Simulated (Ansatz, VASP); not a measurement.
**MnO2 in VASP and in Ansatz**

```
Mn O
1.0
     2.85658    0.00000    0.00000
    -1.42829    2.47387    0.00000
     0.00000    0.00000    4.60137
Mn O
1 2
Direct
  0.00000 0.00000 0.50000
  0.66667 0.33333 0.29371
  0.33333 0.66667 0.70629
```

Alike in both runs: task single point; functional LDA; k mesh 12 × 12 × 6; occupations fermi-dirac, width 0.03 eV; collinear spin.

```csv
,VASP,Ansatz
version,VASP 6.6.1,Ansatz 0.2.0
potentials or method,"VASP PAW LDA potentials, release 64 (Mn_pv, O)","PAW with Ansatz's default frozen-core files, scalar-relativistic"
plane-wave cutoff (eV),520,420
valence electrons in the cell,25,27
```

Ansatz gave:

```
pressure (GPa)                                                : -8.9
largest component of the traceless stress (GPa)               : 2.55
rms of the force components (eV/Å)                            : 0.260
net moment per atom (μB)                                      : 1.00
size of the moment on the site where the two differ most (μB) : 2.47
```

Q: Estimate VASP's values.

A: Pressure (GPa): -7.9; largest component of the traceless stress (GPa): 2.16; rms of the force components (eV/Å): 0.215; net moment per atom (μB): 1.00; size of the moment on the site where the two differ most (μB): 2.78.

Site moments also hang on the region over which each program counts them. Atom by atom the forces differ by 0.046 eV/Å (rms over components). The two sets of potentials don't hold the same shells in valence.

Caveats: a cell with one magnetic atom can't hold antiferromagnetic order, which such compounds often take.
